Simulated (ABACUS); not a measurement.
Set up this calculation in ABACUS 3.10.1, as an ASE script.

- Task: single point
- Functional: LDA-PW92
- Potentials or basis: GBRV ultrasoft 1.5 LDA
- Cutoff: 544 eV
- Density cutoff: 4354 eV
- Basis: plane waves
- k mesh: 10 × 10 × 10
- Occupations: fermi-dirac, width 0.05 eV
- Spin: collinear spin, ferromagnetic start
- Starting moments: [2.0] μB
- Radial cutoff of the potentials (pseudo_rcut): 10 bohr
- SCF threshold on the density: 1e-08
- Max SCF steps: 100
- Eigensolver: dav
- Mixing: broyden
- Mixing share: 0.4
- Symmetry key: 1

The structure of V lies in POSCAR:

```
V
1.0
   -1.5143500000      1.5143500000      1.5143500000
    1.5143500000     -1.5143500000      1.5143500000
    1.5143500000      1.5143500000     -1.5143500000
V
1
Direct
    0.0000000000      0.0000000000      0.0000000000
```

The input as run:

run_abacus.py

```python
"""ABACUS run from a structure file: ASE reads it, the script writes STRU, KPT and INPUT."""
import re
import subprocess
from ase.io import read
from ase.units import Bohr

atoms = read("POSCAR")
atoms = atoms[(-atoms.numbers).argsort(kind="stable")]  # ABACUS lists atoms element by element
pseudo = {'V': 'v_lda_v1.4.uspp.F.UPF'}
orbital = {}
magmoms = [2.0]
kmesh = [10, 10, 10]
params = {
    'suffix': 'V',
    'calculation': 'scf',
    'basis_type': 'pw',
    'pseudo_dir': './',
    'symmetry': 1,
    'dft_functional': 'LDA_X+LDA_C_PW',
    'ecutwfc': 40,
    'pseudo_rcut': 10,
    'nspin': 2,
    'nbands': 18,
    'ks_solver': 'dav',
    'smearing_method': 'fd',
    'smearing_sigma': 0.00367493,
    'scf_thr': 1e-08,
    'scf_nmax': 100,
    'mixing_type': 'broyden',
    'mixing_beta': 0.4,
    'cal_force': 1,
    'cal_stress': 1,
    'ecutrho': 320,
    'out_chg': 1,
    'kpar': 4,
}

symbols = atoms.get_chemical_symbols()
elements = list(dict.fromkeys(symbols))
lines = ["ATOMIC_SPECIES"] + [f"{e} {atoms.get_masses()[symbols.index(e)]:.4f} {pseudo[e]}" for e in elements]
if orbital:
    lines += ["", "NUMERICAL_ORBITAL"] + [orbital[e] for e in elements]
lines += ["", "LATTICE_CONSTANT", f"{1 / Bohr:.10f}", "", "LATTICE_VECTORS"]
lines += [" ".join(f"{x:.10f}" for x in v) for v in atoms.cell]
lines += ["", "ATOMIC_POSITIONS", "Direct"]
for e in elements:
    lines += ["", e, "0.0", str(symbols.count(e))]
    for i, p in enumerate(atoms.get_scaled_positions(wrap=False)):
        if symbols[i] == e:
            mag = "" if magmoms is None else " mag " + " ".join(str(x) for x in (magmoms[i] if isinstance(magmoms[i], list) else [magmoms[i]]))
            lines.append(" ".join(f"{x:.10f}" for x in p) + " 1 1 1" + mag)
open("STRU", "w").write("\n".join(lines) + "\n")
open("KPT", "w").write("K_POINTS\n0\nGamma\n%d %d %d 0 0 0\n" % tuple(kmesh))
open("INPUT", "w").write("INPUT_PARAMETERS\n" + "".join(f"{k:<20s}{v}\n" for k, v in params.items()))

done = subprocess.run(['mpirun', '-np', '4', 'abacus'])
if done.returncode:
    raise SystemExit(done.returncode)
log = open("OUT.V/running_scf.log").read()
print("final energy (eV):", re.findall(r"FINAL_ETOT_IS (\S+)", log))
```

Potentials or basis: GBRV ultrasoft 1.5 LDA, plane waves.

Launch:

```bash
$ OMP_NUM_THREADS=1 python run_abacus.py > log
```

Results of the run:

```
Pressure               : -17.1 GPa
Band gap on the k mesh : none (metal or under the smearing width)
Net moment             : 0.00 μB per cell
Absolute moment        : 0.00 μB per cell
```

Caveat: so large a pressure means that the cell lies far from this level's equilibrium, or that cutoff or potentials fall short.

Wall time 6 s on 4 MPI ranks on Intel(R) Xeon(R) 6975P-C (Granite Rapids), on a shared host, peak memory 0.36 GiB a rank.
